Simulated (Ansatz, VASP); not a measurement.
This is a calculation of ZnS (Wurtzite-2H) for Ansatz 0.2.0. 

input.yaml

```yaml
crystal:
  lattice:
    - [3.811, 0.0, 0.0]
    - [-1.9055, 3.3004228138, 0.0]
    - [0.0, 0.0, 6.234]
  atoms:
    - { symbol: Zn, position: [0.6666666667, 0.3333333333, 0.5] }
    - { symbol: Zn, position: [0.3333333333, 0.6666666667, 0.0] }
    - { symbol: S, position: [0.6666666667, 0.3333333333, 0.885] }
    - { symbol: S, position: [0.3333333333, 0.6666666667, 0.385] }
hamiltonian:
  xc: pbe
  pseudopotentials: { kind: paw }
kpoints:
  mp_grid: { grid: [8, 8, 5] }
scf:
  occupations: { method: gaussian, width: 0.022 }
output:
  forces: true
  stress: true
  eigenvalues: true
  write_density: true
  write_potential: true
  elf: true
  volumetric_format: npy
```

Potentials or basis: Ansatz PAW.

Command:

```sh
$ ansatz run input.yaml --threads 2 --pin off --max-ram 5632MiB --backend cpu --events-out ev --progress --plain --runs-dir out
```

Task: Set up the same calculation for VASP 6.6.1. Potentials or basis there: PBE PAW files S, Zn, 520 eV.

Result: As run (cutoffs and basis follow the program's own potentials, and thresholds, step limits or extra output files can differ):

Contents of INCAR:

```
PREC = Accurate
ENCUT = 520
EDIFF = 1E-6
ISMEAR = 0
SIGMA = 0.022
LREAL = F
LASPH = T
NELM = 80
ALGO = Fast
ISIF = 2
LWAVE = F
LCHARG = T
GGA = PE
LELF = T
LVHAR = T
```

The input KPOINTS:

```
Automatic mesh
0
Gamma
  8 8 5
```

Contents of POSCAR:

```
ZnS
1.0
    3.8110000000      0.0000000000      0.0000000000
   -1.9055000000      3.3004228138      0.0000000000
    0.0000000000      0.0000000000      6.2340000000
Zn S
2 2
Direct
    0.6666666667      0.3333333333      0.5000000000
    0.3333333333      0.6666666667      0.0000000000
    0.6666666667      0.3333333333      0.8850000000
    0.3333333333      0.6666666667      0.3850000000
```

Potentials or basis: VASP PAW PBE potentials, release 64 (Zn, S).

Launch:

```console
$ cat potpaw_PBE.64/Zn/POTCAR potpaw_PBE.64/S/POTCAR > POTCAR
$ mpirun -np 1 vasp_std > vasp.out
```

Both were run:

|  | Ansatz | VASP |
| --- | --- | --- |
| Pressure | 2.3 GPa | 2.2 GPa |
| Largest force | 0.319 eV/Å | 0.323 eV/Å |

Ansatz's pressure holds a Pulay term of +0.07 GPa for its cutoff of 420 eV, which the other run lacks.

Where Ansatz's input types no cutoff or centring, it takes its own default and a Γ-centred mesh.

Pressure is positive in compression.
